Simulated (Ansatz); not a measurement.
# InP: the cost of one run

Method: DFT PBE, scalar-relativistic, plane waves, PAW, in Ansatz 0.2.0.

The COD entry's cell or inner coordinates are ideal or old and differ from later refinements, so a difference from it is no clean test against experiment.

## (1) The structure to begin with

It takes space group F-43m (No. 216, cubic). The conventional cell has a = 5.861 Å, b = 5.861 Å, c = 5.861 Å, α = 90.00°, β = 90.00°, γ = 90.00°. In (site symmetry -43m) has 4 P at 2.54 Å as nearest neighbours. Around P (site symmetry -43m) lie 4 In at 2.54 Å.

Coordinates:

```cif
data_structure
_symmetry_space_group_name_H-M 'F-43m'
_symmetry_Int_Tables_number 216
_cell_length_a 5.8610
_cell_length_b 5.8610
_cell_length_c 5.8610
_cell_angle_alpha 90.000
_cell_angle_beta 90.000
_cell_angle_gamma 90.000
_cell_volume 201.33
loop_
_atom_site_label
_atom_site_type_symbol
_atom_site_symmetry_multiplicity
_atom_site_Wyckoff_symbol
_atom_site_fract_x
_atom_site_fract_y
_atom_site_fract_z
_atom_site_occupancy
In1 In 4 a 0.00000 0.00000 0.00000 1
P1 P 4 c 0.25000 0.75000 0.75000 1
```

The runs take a perfect supercell of 54 atoms; the defect goes to fractional position (0.000, 0.000, 0.000).

## (2) The perfect supercell

File input.yaml:

```yaml
crystal:
  lattice:
    - [0.0, 8.7915, 8.7915]
    - [8.7915, 0.0, 8.7915]
    - [8.7915, 8.7915, 0.0]
  atoms:
    - { symbol: In, position: [0.0, 0.0, 0.0] }
    - { symbol: In, position: [0.0, 0.0, 0.333333] }
    - { symbol: In, position: [0.0, 0.0, 0.666667] }
    - { symbol: In, position: [0.0, 0.333333, 0.0] }
    - { symbol: In, position: [0.0, 0.333333, 0.333333] }
    - { symbol: In, position: [0.0, 0.333333, 0.666667] }
    - { symbol: In, position: [0.0, 0.666667, 0.0] }
    - { symbol: In, position: [0.0, 0.666667, 0.333333] }
    - { symbol: In, position: [0.0, 0.666667, 0.666667] }
    - { symbol: In, position: [0.333333, 0.0, 0.0] }
    - { symbol: In, position: [0.333333, 0.0, 0.333333] }
    - { symbol: In, position: [0.333333, 0.0, 0.666667] }
    - { symbol: In, position: [0.333333, 0.333333, 0.0] }
    - { symbol: In, position: [0.333333, 0.333333, 0.333333] }
    - { symbol: In, position: [0.333333, 0.333333, 0.666667] }
    - { symbol: In, position: [0.333333, 0.666667, 0.0] }
    - { symbol: In, position: [0.333333, 0.666667, 0.333333] }
    - { symbol: In, position: [0.333333, 0.666667, 0.666667] }
    - { symbol: In, position: [0.666667, 0.0, 0.0] }
    - { symbol: In, position: [0.666667, 0.0, 0.333333] }
    - { symbol: In, position: [0.666667, 0.0, 0.666667] }
    - { symbol: In, position: [0.666667, 0.333333, 0.0] }
    - { symbol: In, position: [0.666667, 0.333333, 0.333333] }
    - { symbol: In, position: [0.666667, 0.333333, 0.666667] }
    - { symbol: In, position: [0.666667, 0.666667, 0.0] }
    - { symbol: In, position: [0.666667, 0.666667, 0.333333] }
    - { symbol: In, position: [0.666667, 0.666667, 0.666667] }
    - { symbol: P, position: [0.083333, 0.083333, 0.083333] }
    - { symbol: P, position: [0.083333, 0.083333, 0.416667] }
    - { symbol: P, position: [0.083333, 0.083333, 0.75] }
    - { symbol: P, position: [0.083333, 0.416667, 0.083333] }
    - { symbol: P, position: [0.083333, 0.416667, 0.416667] }
    - { symbol: P, position: [0.083333, 0.416667, 0.75] }
    - { symbol: P, position: [0.083333, 0.75, 0.083333] }
    - { symbol: P, position: [0.083333, 0.75, 0.416667] }
    - { symbol: P, position: [0.083333, 0.75, 0.75] }
    - { symbol: P, position: [0.416667, 0.083333, 0.083333] }
    - { symbol: P, position: [0.416667, 0.083333, 0.416667] }
    - { symbol: P, position: [0.416667, 0.083333, 0.75] }
    - { symbol: P, position: [0.416667, 0.416667, 0.083333] }
    - { symbol: P, position: [0.416667, 0.416667, 0.416667] }
    - { symbol: P, position: [0.416667, 0.416667, 0.75] }
    - { symbol: P, position: [0.416667, 0.75, 0.083333] }
    - { symbol: P, position: [0.416667, 0.75, 0.416667] }
    - { symbol: P, position: [0.416667, 0.75, 0.75] }
    - { symbol: P, position: [0.75, 0.083333, 0.083333] }
    - { symbol: P, position: [0.75, 0.083333, 0.416667] }
    - { symbol: P, position: [0.75, 0.083333, 0.75] }
    - { symbol: P, position: [0.75, 0.416667, 0.083333] }
    - { symbol: P, position: [0.75, 0.416667, 0.416667] }
    - { symbol: P, position: [0.75, 0.416667, 0.75] }
    - { symbol: P, position: [0.75, 0.75, 0.083333] }
    - { symbol: P, position: [0.75, 0.75, 0.416667] }
    - { symbol: P, position: [0.75, 0.75, 0.75] }
basis:
  ecutwfc: 420
  fft_grid_basis: typed
kpoints:
  mp_grid: { grid: [1, 1, 1] }
hamiltonian:
  xc: pbe
  pseudopotentials: { kind: paw }
scf:
  occupations: { method: gaussian, width: 0.05 }
output:
  forces: true
  stress: false
  eigenvalues: true
  bader: false
  write_density: true
  volumetric_format: npy
```

On the command line:

```bash
$ ansatz run input.yaml --threads 8 --pin off --max-ram 16384MiB --backend cpu --events-out ev --progress --plain --runs-dir out
```

**Question.** How long does this run take on 8 threads of Intel Xeon 6975P-C (Granite Rapids), shared host, and how much memory does it need?

About 3.9 s, with a peak of 1.7 GiB.
